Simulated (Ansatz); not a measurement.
Input, command and steps of an Ansatz relaxation.

```yaml
crystal:
  lattice:
    - [-1.513426977, 1.513426977, 4.0755641446]
    - [1.513426977, -1.513426977, 4.0755641446]
    - [1.513426977, 1.513426977, -4.0755641446]
  atoms:
    - { symbol: Al, position: [0.6603456191, 0.6603456191, 0.0] }
    - { symbol: Al, position: [0.3396543809, 0.3396543809, 0.0] }
    - { symbol: Ru, position: [0.0, 0.0, 0.0] }
basis:
  ecutwfc: 420
kpoints:
  mp_grid: { grid: [18, 18, 18] }
hamiltonian:
  xc: pbesol
scf:
  occupations: { method: gaussian, width: 0.1 }
output:
  forces: true
  stress: true
  eigenvalues: true
relax:
  adjacent_minimum: "off"
  f_tol: 0.01
  max_steps: 30
  cell: { stress_tol: 0.1, fix: [volume] }
```

```bash
ansatz run input.yaml --threads 1 --pin off --max-ram 2560MiB --backend cpu --events-out ev --progress --plain --runs-dir out
```

All numbers below come from Ansatz 0.2.0, DFT PBEsol, scalar-relativistic, plane waves, PAW.

The volume is held at 0.91 times that of the relaxed cell.

Of 4 frames 3 are shown, positions in Å and forces in eV/Å; the SCF threshold varies from step to step. Steps run on the plane waves of an earlier cell, with a Pulay correction in the pressure. The basis is chosen afresh for the last frame, the zero of the energies, and at times for earlier ones too; energy and pressure step there, also at an unchanged geometry.

```xyz
3
Lattice="-1.5134 1.5134 4.0756 1.5134 -1.5134 4.0756 1.5134 1.5134 -4.0756" Properties=species:S:1:pos:R:3:forces:R:3 pbc="T T T" step=1 free_energy_over_end_meV_per_atom=0.17 pressure_GPa=20.81
Al    0.0000    0.0000    5.3826    0.0000    0.0000    0.1128
Al    0.0000    0.0000    2.7686    0.0000    0.0000   -0.1128
Ru    0.0000    0.0000    0.0000    0.0000    0.0000    0.0000
3
Lattice="-1.5127 1.5127 4.0794 1.5127 -1.5127 4.0794 1.5127 1.5127 -4.0794" Properties=species:S:1:pos:R:3:forces:R:3 pbc="T T T" step=2 free_energy_over_end_meV_per_atom=0.01 pressure_GPa=20.68
Al    0.0000    0.0000    5.3915    0.0000    0.0000    0.0025
Al    0.0000    0.0000    2.7672    0.0000    0.0000   -0.0025
Ru    0.0000    0.0000    0.0000    0.0000    0.0000    0.0000
3
Lattice="-1.5136 1.5136 4.0748 1.5136 -1.5136 4.0748 1.5136 1.5136 -4.0748" Properties=species:S:1:pos:R:3:forces:R:3 pbc="T T T" step=4 free_energy_over_end_meV_per_atom=0.00 pressure_GPa=20.67
Al    0.0000    0.0000    5.3862    0.0000    0.0000   -0.0013
Al    0.0000    0.0000    2.7635    0.0000    0.0000    0.0013
Ru    0.0000    0.0000    0.0000    0.0000    0.0000    0.0000
```

Time: 28 s on 1 thread of Intel(R) Xeon(R) 6975P-C (Granite Rapids) (shared host), peak memory 0.57 GiB.